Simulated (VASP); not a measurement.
Write the native input for VASP 6.6.1 that does the following.

```
Task                   : Wannier functions by SCDM
Functional             : PBE
Potentials or basis    : VASP PAW PBE potentials, release 64 (Cu, O)
Cutoff                 : 520 eV
k mesh                 : 5 × 5 × 5
Occupations            : gaussian, width 0.02 eV
Spin                   : no spin polarisation
Further INCAR settings : ALGO = Normal; EDIFF = 1e-06; ISYM = -1
```

Crystal: CuO.

```
CELL_PARAMETERS angstrom
0.00000 2.32725 2.32725
2.32725 0.00000 2.32725
2.32725 2.32725 0.00000
ATOMIC_POSITIONS crystal
Cu 0.00000 0.00000 0.00000
O 0.25000 0.25000 0.25000
```

Measurements of this composition are mostly on another form, of space group No. 15.

These files were run (other wordings do the same):

POSCAR

```
CuO
1.0
    0.0000000000      2.3272527300      2.3272527300
    2.3272527300      0.0000000000      2.3272527300
    2.3272527300      2.3272527300      0.0000000000
Cu O
1 1
Direct
    0.0000000000      0.0000000000      0.0000000000
    0.2500000000      0.2500000000      0.2500000000
```

INCAR.step1

```
PREC = Accurate ; ENCUT = 520
EDIFF = 1E-6 ; ISMEAR = 0
SIGMA = 0.02 ; LREAL = F
LASPH = T ; NELM = 60
ALGO = Normal ; ISIF = 2
LWAVE = T ; LCHARG = T
GGA = PE
```

INCAR.step2

```
PREC = Accurate ; ENCUT = 520
EDIFF = 1E-6 ; ISMEAR = 0
SIGMA = 0.02 ; LREAL = F
LASPH = T ; NELM = 60
ALGO = Normal ; ISIF = 2
LWAVE = F ; LCHARG = F
GGA = PE ; ISTART = 1
ICHARG = 11 ; ISYM = -1
NUM_WANN = 8 ; LSCDM = T
```

KPOINTS

```
regular mesh
0
Gamma
  5 5 5
```

KPOINTS_OPT

```
path GXWKGLUWLK,UX
12
line-mode
reciprocal
 0.0000000000  0.0000000000  0.0000000000  G
 0.5000000000  0.0000000000  0.5000000000  X

 0.5000000000  0.0000000000  0.5000000000  X
 0.5000000000  0.2500000000  0.7500000000  W

 0.5000000000  0.2500000000  0.7500000000  W
 0.3750000000  0.3750000000  0.7500000000  K

 0.3750000000  0.3750000000  0.7500000000  K
 0.0000000000  0.0000000000  0.0000000000  G

 0.0000000000  0.0000000000  0.0000000000  G
 0.5000000000  0.5000000000  0.5000000000  L

 0.5000000000  0.5000000000  0.5000000000  L
 0.6250000000  0.2500000000  0.6250000000  U

 0.6250000000  0.2500000000  0.6250000000  U
 0.5000000000  0.2500000000  0.7500000000  W

 0.5000000000  0.2500000000  0.7500000000  W
 0.5000000000  0.5000000000  0.5000000000  L

 0.5000000000  0.5000000000  0.5000000000  L
 0.3750000000  0.3750000000  0.7500000000  K

 0.6250000000  0.2500000000  0.6250000000  U
 0.5000000000  0.0000000000  0.5000000000  X
```

KPOINTS_WAN

```
path GXWKGLUWLK,UX
12
line-mode
reciprocal
 0.0000000000  0.0000000000  0.0000000000  G
 0.5000000000  0.0000000000  0.5000000000  X

 0.5000000000  0.0000000000  0.5000000000  X
 0.5000000000  0.2500000000  0.7500000000  W

 0.5000000000  0.2500000000  0.7500000000  W
 0.3750000000  0.3750000000  0.7500000000  K

 0.3750000000  0.3750000000  0.7500000000  K
 0.0000000000  0.0000000000  0.0000000000  G

 0.0000000000  0.0000000000  0.0000000000  G
 0.5000000000  0.5000000000  0.5000000000  L

 0.5000000000  0.5000000000  0.5000000000  L
 0.6250000000  0.2500000000  0.6250000000  U

 0.6250000000  0.2500000000  0.6250000000  U
 0.5000000000  0.2500000000  0.7500000000  W

 0.5000000000  0.2500000000  0.7500000000  W
 0.5000000000  0.5000000000  0.5000000000  L

 0.5000000000  0.5000000000  0.5000000000  L
 0.3750000000  0.3750000000  0.7500000000  K

 0.6250000000  0.2500000000  0.6250000000  U
 0.5000000000  0.0000000000  0.5000000000  X
```

Potentials or basis: VASP PAW PBE potentials, release 64 (Cu, O).

Command:

```sh
$ cat potpaw_PBE.64/Cu/POTCAR potpaw_PBE.64/O/POTCAR > POTCAR
$ cp INCAR.step1 INCAR
$ mpirun -np 1 vasp_std > vasp.out
$ cp INCAR.step2 INCAR
$ mpirun -np 1 vasp_std > vasp.out
```

It gave:

The band gap along the path is none (metal or under the smearing width).

Caveat: the k mesh is coarse (spacing up to 0.47 Å⁻¹), so the values aren't converged; an odd number of electrons without spin polarisation forces a metal; a magnetic or distorted state may lie lower; the run has no spin polarisation, though such a crystal can be magnetic; semilocal functionals often make such compounds metallic where correlation or magnetic order opens a gap, which also shifts bond lengths.

Wall time 34 s on 1 thread of Intel(R) Xeon(R) Platinum 8259CL CPU @ 2.50GHz (Skylake/Cascade Lake), with other jobs on the host, peak memory 0.19 GiB.
